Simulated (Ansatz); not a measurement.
Al2Cu (Khatyrkite): equation of state with LDA

The system is Al2Cu (Khatyrkite).

```
Cu Al
1.0
    -3.03350    3.03350    2.43850
     3.03350   -3.03350    2.43850
     3.03350    3.03350   -2.43850
Cu Al
2 4
Direct
  0.25000 0.25000 0.00000
  0.75000 0.75000 0.00000
  0.34190 0.15810 0.50000
  0.84190 0.34190 0.18380
  0.65810 0.84190 0.50000
  0.15810 0.65810 0.81620
```

```yaml
Program: Ansatz 0.2.0
Task: equation of state
Functional: LDA
Potentials_or_basis: Ansatz PAW
Cutoff: 420 eV
Density_cutoff: 1680 eV
k_mesh: 7 × 7 × 7
Occupations: fermi-dirac, width 0.05 eV
Spin: no spin polarisation
```

```
Equilibrium volume                        : 14.04 Å³/atom (rough: see the caveat)
Bulk modulus at fixed shape and positions : 117 GPa (rough)
```

Energy against volume, from the lowest point:
```
volume (Å³/atom)  energy (meV/atom)
          14.062               0.00
          14.361               2.50
          14.660               9.09
          14.960              19.34
          15.259              32.83
          15.558              49.20
          15.857              68.12
```

All runs of the series together: 19 s on 2 threads of Intel(R) Xeon(R) 6975P-C (Granite Rapids), on a shared host.

Caveat: the minimum lies outside the volumes run; the cell was scaled at fixed shape and fractional positions, which overstates the stiffness of a crystal with free parameters, most of all of layers and chains.
